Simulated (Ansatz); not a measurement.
Runs of Ansatz 0.2.0 on CdTe. Symmetry: F-43m, No. 216, cubic system. The conventional cell has a = 6.410 Å, b = 6.410 Å, c = 6.410 Å, α = 90.00°, β = 90.00°, γ = 90.00°. Around Te (site symmetry -43m) lie 4 Cd at 2.78 Å. Around Cd (site symmetry -43m) lie 4 Te at 2.78 Å. 

```tsv
task	level	potentials or basis	cell	k mesh	cutoff (eV)	smearing	basis error allowed	mesh quality	gap on the mesh (eV)	pressure (GPa)	relaxed volume (Å³/atom)
relaxation of cell and atoms	revPBE+D3(BJ)	all-electron LAPW, scalar-relativistic	relaxed	7 × 7 × 7	-	fermi-dirac 0.05 eV	0.001 eV/atom	not flagged	0.88	0.0	34.14
relaxation of cell and atoms	revPBE+D4	all-electron LAPW, scalar-relativistic	relaxed	7 × 7 × 7	-	fermi-dirac 0.05 eV	0.001 eV/atom	not flagged	0.84	0.0	(c)
single point	PBE	all-electron LAPW, scalar-relativistic	as given	7 × 7 × 7	260	gaussian 0.018 eV	0.001 eV/atom	not flagged	0.87	4.3	-
single point	HSE06	all-electron PAW datasets made for the crystal	as given	4 × 4 × 4	270	fermi-dirac 0.05 eV	-	coarse	1.77	-	-
band structure	PBE	all-electron LAPW, scalar-relativistic	as given	7 × 7 × 7	260	fermi-dirac 0.05 eV	0.001 eV/atom	not flagged	0.87	4.3	-
relaxation of cell and atoms	RPBE+D3(BJ)	all-electron LAPW, scalar-relativistic	relaxed	7 × 7 × 7	-	fermi-dirac 0.05 eV	0.001 eV/atom	not flagged	(b)	0.0	(d)
relaxation of cell and atoms	PBEsol+D3(BJ)	all-electron LAPW, scalar-relativistic	relaxed	7 × 7 × 7	-	fermi-dirac 0.05 eV	0.001 eV/atom	not flagged	0.76	0.0	32.92
Born charges	PBEsol	all-electron PAW datasets made for the crystal	as given	7 × 7 × 7	270	fixed	-	not flagged	0.76	-	-
single point	PBE	all-electron LAPW, scalar-relativistic	as given	5 × 5 × 5	221	fermi-dirac 0.06 eV	0.004 eV/atom	not flagged	0.87	4.3	-
band structure	PBEsol	all-electron LAPW, scalar-relativistic	as given	7 × 7 × 7	260	fermi-dirac 0.05 eV	0.001 eV/atom	not flagged	0.76	1.7	-
relaxation of cell and atoms	BLYP+D4	all-electron LAPW, scalar-relativistic	relaxed	7 × 7 × 7	-	fermi-dirac 0.05 eV	0.001 eV/atom	not flagged	0.57	0.0	35.14
relaxation of cell and atoms	PBE	all-electron LAPW, scalar-relativistic	relaxed	7 × 7 × 7	-	fermi-dirac 0.05 eV	0.001 eV/atom	not flagged	(a)	0.0	36.22
```

Alike in all rows: no spin polarisation.

Q: Estimate the missing entries.

A: (a) 0.59; (b) 1.22; (c) 34.54; (d) 30.97.

Caveats: some runs use coarse meshes; spin-orbit coupling is left out, which moves the levels of the heavy elements; an odd mesh through Γ misses points on the zone boundary, where band edges often lie (some runs); the program warned that the printed levels may be off, so bands, gaps and densities of states are rough (some runs).

A k mesh can miss the band edges, and the runs leave out spin-orbit coupling on Cd, Te.

Not every run made on this cell is shown here.
